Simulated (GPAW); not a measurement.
Crystal: CdS (Greenockite).

```xyz
4
Lattice="4.1500 0.0000 0.0000 -2.0750 3.5940 0.0000 0.0000 0.0000 6.7370" Properties=species:S:1:pos:R:3 pbc="T T T"
Cd    2.0750    1.1980    3.3685
Cd    0.0000    2.3960    0.0000
S     2.0750    1.1980    5.8949
S     0.0000    2.3960    2.5264
```

Base run:

```yaml
Program: GPAW 26.7.0
Functional: optB88-vdW
Potentials_or_basis: GPAW PAW data sets (gpaw-data 1.2.1)
Cutoff: 600 eV
Basis: pw
k_mesh: 5 × 5 × 3
Occupations: fermi-dirac, width 0.05 eV
Spin: spin-orbit coupling, no magnetisation
```

Its results: band gap on the k mesh 1.09 eV, direct; largest force 0.064 eV/Å.

Q: The run is repeated on the same cell with these changes: functional from optB88-vdW to PBE; spin axis theta (degrees) from 90 to 0. What comes out?

A: Band gap on the k mesh 1.16 eV, direct; largest force 0.064 eV/Å.

Caveats: spin-orbit coupling was added after a scalar SCF, so levels and gaps hold it while energy, forces, pressure and moments don't; this program's spin-orbit splittings come out too wide for heavy elements; the PAW data sets were made with another functional, which shifts forces and pressure a little (some runs).
